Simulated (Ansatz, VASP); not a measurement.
**MgO: VASP beside Ansatz**

```
Mg O
1.0
     0.00000    1.98716    1.98716
     1.98716    0.00000    1.98716
     1.98716    1.98716    0.00000
Mg O
1 1
Direct
  0.00000 0.00000 0.00000
  0.25000 0.25000 0.25000
```

Change from the starting cell: volume scaled by 0.64, PAW files.

Alike in both runs: task single point; functional PBE; k mesh 15 × 15 × 15; occupations fermi-dirac, width 0.05 eV; no spin polarisation.

```csv
,VASP,Ansatz
version,VASP 6.6.1,Ansatz 0.2.0
potentials or method,"VASP PAW PBE potentials, release 64 (Mg, O)","PAW with Ansatz's default frozen-core files, scalar-relativistic"
plane-wave cutoff (eV),520,420
valence electrons in the cell,8,16
```

```csv
,VASP,Ansatz,Ansatz less VASP
gap on the k mesh at the Fermi level (eV),6.51,6.49,-0.016
pressure (GPa),128.5,125.3,-3.16
```

The two sets of potentials don't hold the same shells in valence.

Caveats: the cell as given lies far from equilibrium; so large a pressure means that the cell lies far from this level's equilibrium, or that cutoff or potentials fall short (VASP); an odd mesh through Γ misses points on the zone boundary, where band edges often lie.
